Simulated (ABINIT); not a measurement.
Runs of ABINIT 10.8.3 (patched build) on Ir. The structure is cubic, space group Fm-3m (No. 225). The conventional cell has a = 3.831 Å, b = 3.831 Å, c = 3.831 Å, α = 90.00°, β = 90.00°, γ = 90.00°. Ir (site symmetry m-3m) is surrounded by 12 Ir at 2.71 Å. 

| task | level | potentials or basis | spin | k mesh | cutoff (eV) | fine-grid cutoff | dispersion computed by | mesh quality | gap on the mesh (eV) | pressure (GPa) | V0 of scaled cells (Å³/atom) | B0 (GPa) |
| --- | --- | --- | --- | --- | --- | --- | --- | --- | --- | --- | --- | --- |
| band structure | LDA | JTH PAW LDA v2.0 | SOC, no magnetisation | 12 × 12 × 12 | 463 | 925.187 eV | - | not flagged | none | -5.1 | - | - |
| single point | PBEsol | JTH PAW PBE v2.0 | off | 7 × 7 × 7 | 435 | 870.764 eV | - | coarse | none | -0.7 | - | - |
| equation of state | revPBE+D3 | JTH PAW PBE v2.0 | off | 12 × 12 × 12 | 435 | 870.764 eV | - | not flagged | - | - | (a) | (b) |
| equation of state | PBEsol+D3 | JTH PAW PBE v2.0 | off | 12 × 12 × 12 | 435 | 870.764 eV | simple-dftd3 1.7.0 | not flagged | - | - | 13.77 | 418 |
| band structure | SOGGA | JTH PAW PBE v2.0 | SOC, no magnetisation | 12 × 12 × 12 | 435 | 870.764 eV | - | not flagged | none | -1.8 | - | - |

Alike in all rows: cell as given; smearing fermi-dirac 0.05 eV.

Problem. Fill in the values left out.

Solution. (a) 13.90; (b) 388.

Caveats: some runs use coarse meshes; the PAW data sets were made with another functional, which shifts forces and pressure a little (some runs); pressures at fixed basis lie under the slope of the energies (some runs); the atomic spheres overlap (some runs).

A k mesh can miss the band edges, and rows without SOC leave out spin-orbit coupling on Ir.

A gap of «none» marks a metal or a gap under the smearing width.

Runs at the PBE level aren't shown here.
